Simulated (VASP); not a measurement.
KBr:

```
Br K
1.0
     0.00000    3.30000    3.30000
     3.30000    0.00000    3.30000
     3.30000    3.30000    0.00000
Br K
1 1
Cartesian
  3.3000 3.3000 3.3000
  0.0000 0.0000 0.0000
```

Base run:

| Property | Result |
| --- | --- |
| Program | VASP 6.6.1 |
| Functional | HSE(alpha, omega) |
| Potentials or basis | VASP PAW PBE potentials, release 64 (Br, K_sv) |
| Cutoff | 520 eV |
| k mesh | 4 × 4 × 4 |
| Occupations | fermi-dirac, width 0.05 eV |
| Spin | no spin polarisation |

Its results: band gap on the k mesh 5.18 eV, direct; pressure 0.5 GPa.

Question: The run is repeated on the same cell with these changes: screening parameter from 0.4 to 0.3. What comes out?

Answer: Band gap on the k mesh 5.37 eV, direct; pressure 0.5 GPa.

Caveats: the PAW data sets were made with another functional, which shifts forces and pressure a little.

